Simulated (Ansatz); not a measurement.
Input of an Ansatz 0.2.0 run:

Contents of input.yaml:

```yaml
crystal:
  lattice:
    - [0.0, 2.702, 2.702]
    - [2.702, 0.0, 2.702]
    - [2.702, 2.702, 0.0]
  atoms:
    - { symbol: Zn, position: [0.75, 0.75, 0.75] }
    - { symbol: S, position: [0.0, 0.0, 0.0] }
kpoints:
  mp_grid: { grid: [9, 9, 9] }
scf:
  occupations: { method: fermi_dirac, width: 0.05 }
hamiltonian:
  xc: blyp
  pseudopotentials: { kind: all_electron, lapw: { basis_error: 0.001 } }
output:
  forces: true
  stress: true
relax:
  f_tol: 0.01
  max_steps: 60
  cell: {}
```

Potentials or basis: all-electron LAPW, scalar-relativistic.

Command:

```console
$ ansatz run input.yaml --threads 1 --pin off --max-ram 3072MiB --backend cpu --events-out ev --progress --plain --runs-dir out
```

(1) Estimate the band gap on the k mesh.

(2) Estimate the space group after relaxing (to 0.05 Å).

(3) What does it give for the relaxed volume?

## Answers

(1) 1.75 eV.

(2) F-43m (No. 216).

(3) 21.28 Å³/atom.

Caveat: an odd mesh through Γ misses points on the zone boundary, where band edges often lie.
